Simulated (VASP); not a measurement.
# Cu (P6_3/mmc) in VASP: a series of runs, part 2 of 2

VASP 6.6.1. The steps go on from the part before.

### 3 Relaxation of cell and atoms, PBE

This run uses another cell than the first one, of 11.46 Å³/atom, 0.957 times its volume.

The input, INCAR:

```
SYSTEM = Cu
PREC     = Accurate       ! precision mode
ENCUT    = 600            ! plane-wave cutoff, eV
EDIFF    = 1E-6           ! SCF threshold, eV
ISMEAR   = 0              ! smearing method
SIGMA    = 0.1            ! smearing width, eV
LREAL    = .FALSE.        ! projectors in reciprocal space
LASPH    = .TRUE.         ! aspherical terms in the spheres
NELM     = 100            ! most SCF steps
ALGO     = Fast           ! electronic algorithm
ISIF     = 3              ! what is computed and relaxed
LWAVE    = .FALSE.        ! write WAVECAR
LCHARG   = .FALSE.        ! write CHGCAR
GGA      = PE             ! functional
IBRION   = 2              ! ionic algorithm
NSW      = 100            ! ionic steps
EDIFFG   = -0.005         ! ionic threshold
```

The input, KPOINTS:

```
regular mesh
0
G
  18 18 6
  0 0 0
```

The input, POSCAR:

```
Cu
1.0
    2.5307640267      0.0000000000      0.0000000000
   -1.2653820134      2.1917059381      0.0000000000
    0.0000000000      0.0000000000      8.2618150800
Cu
4
Direct
    0.0000000000      0.0000000000      0.0000000000
    0.3333333300      0.6666666700      0.2500000000
    0.0000000000      0.0000000000      0.5000000000
    0.6666666700      0.3333333300      0.7500000000
```

Potentials or basis: VASP PAW PBE potentials, release 64 (Cu).

On the command line:

```sh
$ cat potpaw_PBE.64/Cu/POTCAR > POTCAR
$ mpirun -np 1 vasp_std > vasp.out
```

OUTCAR:

```text
SYSTEM = Cu
   PREC = Accurate
   ENCUT = 600
   EDIFF = 1E-6
   ISMEAR = 0
   LREAL = .FALSE.
   LASPH = .TRUE.
   NELM = 100
   ISIF = 3
   GGA = PE
   IBRION = 2
   NSW = 100
   EDIFFG = -0.005

 ion  position               nearest neighbor table
   1  0.000  0.000  0.000-   2 2.53   4 2.53   4 2.53   2 2.53   4 2.53   2 2.53
   2  0.333  0.667  0.250-   1 2.53   3 2.53   1 2.53   3 2.53   1 2.53   3 2.53
   3  0.000  0.000  0.500-   2 2.53   4 2.53   4 2.53   2 2.53   4 2.53   2 2.53
   4  0.667  0.333  0.750-   1 2.53   3 2.53   1 2.53   3 2.53   1 2.53   3 2.53

  LATTYP: Found a hexagonal cell.
 ALAT       =     2.5307640267
 C/A-ratio  =     3.2645537051

  Lattice vectors:

 A1 = (   2.5307640267,   0.0000000000,   0.0000000000)
 A2 = (  -1.2653820134,   2.1917059381,   0.0000000000)
 A3 = (   0.0000000000,   0.0000000000,   8.2618150800)

Analysis of symmetry for initial positions (statically):
=====================================================================
 Subroutine PRICEL returns:
 Original cell was already a primitive cell.

 Routine SETGRP: Setting up the symmetry group for a
 hexagonal supercell.

 Subroutine GETGRP returns: Found 24 space group operations
 (whereof 12 operations were pure point group operations)
 out of a pool of 24 trial point group operations.

The static configuration has the point symmetry D_3d.
 The point group associated with its full space group is D_6h.

Analysis of symmetry for dynamics (positions and initial velocities):
=====================================================================
 Subroutine PRICEL returns:
 Original cell was already a primitive cell.

 Routine SETGRP: Setting up the symmetry group for a
 hexagonal supercell.

 Subroutine GETGRP returns: Found 24 space group operations
 (whereof 12 operations were pure point group operations)
 out of a pool of 24 trial point group operations.

The dynamic configuration has the point symmetry D_3d.
 The point group associated with its full space group is D_6h.

 Subroutine INISYM returns: Found 24 space group operations
 (whereof 12 operations are pure point group operations),
 and found     1 'primitive' translations

----------------------------------------------------------------------------------------

                                     Primitive cell

  volume of cell :      45.8257

  direct lattice vectors                    reciprocal lattice vectors
     2.530764027  0.000000000  0.000000000     0.395137591  0.228132794  0.000000000
    -1.265382013  2.191705938  0.000000000     0.000000000  0.456265589  0.000000000
     0.000000000  0.000000000  8.261815080     0.000000000  0.000000000  0.121038778

  length of vectors
     2.530764027  2.530764027  8.261815080     0.456265589  0.456265589  0.121038778

  position of ions in fractional coordinates (direct lattice)
     0.000000000  0.000000000  0.000000000
     0.333333330  0.666666670  0.250000000
     0.000000000  0.000000000  0.500000000
     0.666666670  0.333333330  0.750000000

  ion indices of the primitive-cell ions
   primitive index   ion index
                 1           1
                 2           2
                 3           3
[... 53 lines left out ...]
  0.388889  0.111111  0.000000     12.000000
 [... further k-points ...]
   k-points           NKPTS =    148   k-points in BZ     NKDIM =    148   number of bands    NBANDS=     26
   number of dos      NEDOS =    301   number of ions     NIONS =      4
   total plane-waves  NPLWV =  28000
   dimension x,y,z NGX =    20 NGY =   20 NGZ =   70
   dimension x,y,z NGXF=    40 NGYF=   40 NGZF=  140
   ions per type =               4
   NGX,Y,Z   is equivalent  to a cutoff of  13.14, 13.14, 14.09 a.u.
   NGXF,Y,Z  is equivalent  to a cutoff of  26.28, 26.28, 28.17 a.u.
 SYSTEM =  Cu
   PREC   = accura    normal or accurate (medium, high low for compatibility)
   ISTART =      0    job   : 0-new  1-cont  2-samecut
   ICHARG =      2    charge: 1-file 2-atom 10-const
   ISPIN  =      1    spin polarized calculation?
   LNONCOLLINEAR =      F non collinear calculations
   LSORBIT =      F    spin-orbit coupling
   LASPH  =      T    aspherical Exc in radial PAW
   ENCUT  =  600.0 eV  44.10 Ry    6.64 a.u.   5.05  5.05 16.50*2*pi/ulx,y,z
   NELM   =    100;   NELMIN=  2; NELMDL= -5     # of ELM steps
   EDIFF  = 0.1E-05   stopping-criterion for ELM
   LREAL  =      F    real-space projection
   EDIFFG = -.5E-02   stopping-criterion for IOM
   NSW    =    100    number of steps for IOM
   IBRION =      2    ionic relax: 0-MD 1-quasi-New 2-CG
   NFREE  =      1    steps in history (QN), initial steepest desc. (CG)
   ISIF   =      3    stress and relaxation
   ISYM   =      2    0-nonsym 1-usesym 2-fastsym
   POTIM  = 0.5000    time-step for ionic-motion
   TEBEG  =    0.0;   TEEND  =   0.0 temperature during run
   PSTRESS=    0.0 pullay stress
   NELECT =      44.0000    total number of electrons
   NUPDOWN=      -1.0000    fix difference up-down
   EMIN   =  10.00;   EMAX   =-10.00  energy-range for DOS
   EFERMI =   0.00;   METHOD = LEGACY
   ISMEAR =     0;   SIGMA  =   0.10  broadening in eV -4-tet -1-fermi 0-gaus
   EFERMI_NEDOS =   21; number of points for ismear=-14 and -15
   IALGO  =     68    algorithm
   IMIX   =      4    mixing-type and parameters
     AMIX     =   0.40;   BMIX     =  1.00
     AMIX_MAG =   1.60;   BMIX_MAG =  1.00
  volume/ion in A,a.u.               =      11.46        77.31
  Fermi-wavevector in a.u.,A,eV,Ry     =   1.615062  3.052025 35.489789  2.608426
  Thomas-Fermi vector in A             =   2.709870
   LORBIT       =      0    0 simple, 1 ext, 2 COOP (PROOUT), +10 PAW based schemes
   GGA     = PE    functional components
   LHFCALC =     F    Hartree Fock is set to
   AEXX    =    0.0000 exact exchange contribution
   IVDW    =     0    specifies the selected vdW correction
   LEPSILON=     F    determine dielectric tensor
   LRPA    =     F    only Hartree local field effects (RPA)
 conjugate gradient relaxation of ions
 non-spin polarized calculation
 RMM-DIIS sequential band-by-band and
 Gauss-broadening in eV      SIGMA  =   0.10
  energy-cutoff  :      600.00
  volume of cell :       45.83
 maximum number of plane-waves:      1551
   NGX = 11   NGY = 11   NGZ = 33

--------------------------------------- Ionic step        1  -------------------------------------------

 number of electron      44.0000004 magnetization

 Free energy of the ion-electron system (eV)
  ---------------------------------------------------
  ext. energy  EPLUGINS =         0.00000000
  ---------------------------------------------------
  free energy    TOTEN  =       -14.84706034 eV

  energy without entropy =      -14.83994764  energy(sigma->0) =      -14.84350399

------------------------ aborting loop because EDIFF is reached ----------------------------------------

  FORCE on cell =-STRESS in cart. coord.  units (eV):
  Direction    XX          YY          ZZ          XY          YZ          ZX
  --------------------------------------------------------------------------------------
  -------------------------------------------------------------------------------------
  Total        2.1542934      2.1542934      2.1963872     -0.0000000      0.0000000      0.0000000
  in kB       75.3192554     75.3192554     76.7909580     -0.0000000      0.0000000      0.0000000
  external PRESSURE =      75.8098229 kB  Pullay stress =       0.0000000 kB
[... 291 lines left out ...]
--------------------------------------- Ionic step        9  -------------------------------------------

 number of electron      43.9999984 magnetization

 Free energy of the ion-electron system (eV)
  ---------------------------------------------------
  ext. energy  EPLUGINS =         0.00000000
  ---------------------------------------------------
  free energy    TOTEN  =       -14.89641567 eV

  energy without entropy =      -14.88931780  energy(sigma->0) =      -14.89286673

 E-fermi :   7.3363     XC(G=0): -12.6289

 val. band max:        7.3345741741   @ k =   0.3889   0.0556   0.0000
 cond. band min:       7.3589247994   @ k =   0.2222   0.2222   0.0000
 fundamental gap:      0.0243506253
 Fermi energy:         7.3363466808

 k-point     1 :       0.0000    0.0000    0.0000
  band No.  band energies     occupation
      1      -1.8444      2.00000
      2       0.2491      2.00000
      3       0.2574      2.00000
      4       2.3957      2.00000
      5       4.1652      2.00000
      6       4.1679      2.00000
[... 685 lines left out ...]
     25      12.6482      0.00000
     26      12.7098      0.00000

 [... further k-points ...]

------------------------ aborting loop because EDIFF is reached ----------------------------------------

  FORCE on cell =-STRESS in cart. coord.  units (eV):
  Direction    XX          YY          ZZ          XY          YZ          ZX
  --------------------------------------------------------------------------------------
  -------------------------------------------------------------------------------------
  Total        0.0136674      0.0136674     -0.0071394     -0.0000000      0.0000000      0.0000000
  in kB        0.4558546      0.4558546     -0.2381226     -0.0000000      0.0000000      0.0000000
  external PRESSURE =       0.2245288 kB  Pullay stress =       0.0000000 kB
[... 19 lines left out ...]
  FREE ENERGIE OF THE ION-ELECTRON SYSTEM (eV)
  ---------------------------------------------------
  free  energy   TOTEN  =       -14.8964156658 eV

  energy  without entropy=      -14.8893177979  energy(sigma->0) =      -14.89286673

 reached required accuracy - stopping structural energy minimisation
```

Wall time 8.1 min (1 thread of Intel Xeon 6975P-C (Granite Rapids), shared host); peak memory 0.29 GiB.

What came out:

- Free energy: -14.8964 eV
- Relaxed volume: 12.01 Å³/atom
- Relaxed cell: a = 2.570 Å, b = 2.570 Å, c = 8.398 Å, α = 90.00°, β = 90.00°, γ = 120.00°
- Space group after relaxing (to 0.05 Å): P6_3/mmc (No. 194)
- Energy gained by relaxing: 12.3 meV/atom
- Ionic steps: 9
- Pressure after relaxing: 0.0 GPa
- Band gap on the k mesh: none (metal or under the smearing width)

Step by step:
```
step  energy change (eV)  largest force (eV/Å)  pressure (GPa)  volume (Å³)
   1              0.0000                0.0000            7.58        45.83
   2             -0.0319                0.0000           -4.68        49.52
   3             -0.0494                0.0000           -0.23        48.08
   4             -0.0493                0.0000            0.12        48.01
   5             -0.0493                0.0000            0.26        48.01
   6             -0.0493                0.0000            0.23        48.02
   7             -0.0493                0.0000            0.19        48.02
   8             -0.0493                0.0000            0.11        48.02
   9             -0.0494                0.0000            0.02        48.04
```

Final structure:
```
CELL_PARAMETERS angstrom
2.56991 0.00000 0.00000
-1.28496 2.22561 0.00000
0.00000 0.00000 8.39850
ATOMIC_POSITIONS crystal
Cu 0.00000 0.00000 0.00000
Cu 0.33333 0.66667 0.25000
Cu 0.00000 0.00000 0.50000
Cu 0.66667 0.33333 0.75000
```

Levels at points of the mesh, in eV from the Fermi level:
| k point | band 19 | band 20 | band 21 | band 22 | band 23 | band 24 | band 25 | band 26 |
| --- | --- | --- | --- | --- | --- | --- | --- | --- |
| (0.00, 0.00, 0.00) | -2.04 | -1.89 | -1.89 | -1.61 | -1.61 | -0.91 | 3.71 | 12.34 |
| (0.50, 0.00, 0.00) | -1.48 | -1.46 | -0.52 | 0.49 | 0.98 | 1.56 | 4.53 | 4.55 |
| (0.00, 0.00, 0.50) | -2.16 | -2.16 | -1.73 | -1.73 | -1.73 | -1.73 | 6.83 | 6.83 |
| (0.50, 0.00, 0.50) | -1.49 | -1.49 | 0.10 | 0.10 | 1.37 | 1.37 | 5.06 | 5.06 |

### 4 Single point, PBE

This run uses another cell than the first one, of 11.46 Å³/atom, 0.957 times its volume.

The input, INCAR:

```
SYSTEM = Cu
PREC = Accurate
ENCUT = 520
EDIFF = 1E-7
ISMEAR = 0
SIGMA = 0.1
LREAL = .FALSE.
LASPH = .TRUE.
NELM = 100
ALGO = Normal
ISIF = 2
LWAVE = .FALSE.
LCHARG = .FALSE.
GGA = PE
NBANDS = 30
```

The input, KPOINTS:

```
regular mesh
0
G
  9 9 2
  0 0 0
```

POSCAR is that of step 3.

On the command line:

```sh
$ cat potpaw_PBE.64/Cu/POTCAR > POTCAR
$ mpirun -np 1 vasp_std > vasp.out
```

Wall time 25 s (1 thread of Intel Xeon 6975P-C (Granite Rapids), shared host); peak memory 0.17 GiB.

It converged, with:

| Quantity | Value |
| --- | --- |
| Free energy | -14.8490 eV |
| Pressure | 7.5 GPa |
| Band gap on the k mesh | none (metal or under the smearing width) |

Stress tensor (GPa, compression positive):
```
6.70 0.00 0.00
0.00 6.70 0.00
0.00 0.00 8.99
```

Levels at points of the mesh, in eV from the Fermi level:
```
           k point  band 20  band 21  band 22  band 23  band 24  band 25
(0.00, 0.00, 0.00)    -1.96    -1.96    -1.67    -1.67    -1.05     3.95
(0.00, 0.00, 0.50)    -2.26    -1.79    -1.79    -1.79    -1.79     7.11
```

Caveat: the k mesh is coarse (spacing up to 0.38 Å⁻¹), so the values aren't converged.

### 5 Overview

| task | cell | k mesh | cutoff (eV) | mesh quality | gap on the mesh (eV) | pressure (GPa) |
| --- | --- | --- | --- | --- | --- | --- |
| single point | P6_3/mmc, 11.97 Å³/atom | 18 × 18 × 6 | 520 | not flagged | none | 0.6 |
| relaxation of cell and atoms | relaxed | 18 × 18 × 6 | 600 | not flagged | none | 0.0 |
| single point | P6_3/mmc, 11.46 Å³/atom | 9 × 9 × 2 | 520 | coarse | none | 7.5 |

Alike in all rows: level PBE; potentials or basis VASP PAW PBE potentials, release 64 (Cu); no spin polarisation; smearing gaussian 0.1 eV.

Caveats: some runs use coarse meshes.

Total energies depend on the potentials used, so only differences within one code and one set of settings carry meaning.
